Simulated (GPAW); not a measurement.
Crystal: Pr.

```
CELL_PARAMETERS angstrom
-2.09737 2.09737 2.09737
2.09737 -2.09737 2.09737
2.09737 2.09737 -2.09737
ATOMIC_POSITIONS crystal
Pr 0.00000 0.00000 0.00000
```

This isn't the form of Pr at room conditions, which is double hcp.

- Program: GPAW 26.7.0
- Task: single point
- Functional: PBE
- Potentials or basis: GPAW PAW data sets (gpaw-data 1.2.1)
- Cutoff: 800 eV
- Basis: pw
- k mesh: 9 × 9 × 9
- Occupations: fermi-dirac, width 0.05 eV
- Spin: collinear spin, ferromagnetic start
- Starting moments: [2.0] μB

On this cell: pressure -3.6 GPa; net moment 3.00 μB per cell; site moments Pr +2.27 μB; band gap on the k mesh none (metal or under the smearing width).

The same run follows on a disturbed copy (cell strained at random at fixed volume):

```
CELL_PARAMETERS angstrom
-2.11802 2.14158 2.13559
2.09218 -2.09390 2.06208
2.08893 2.06482 -2.08792
ATOMIC_POSITIONS crystal
Pr 0.00093 0.00550 0.00764
```

Task: What does the disturbed cell give?

Result: The energy (extrapolated to zero smearing) moves by +1.1 meV/atom; pressure -3.6 GPa; net moment 3.00 μB per cell; site moments Pr +2.27 μB; band gap on the k mesh none (metal or under the smearing width).

Stress tensor (GPa, compression positive):
```
-3.63  0.16  0.14
 0.16 -3.55 -0.25
 0.14 -0.25 -3.57
```

Caveats: one-centre terms of the f shell are cut off; the magnetic or orbital state may not be the lowest; spin-orbit coupling is left out, which moves the levels of the heavy elements.
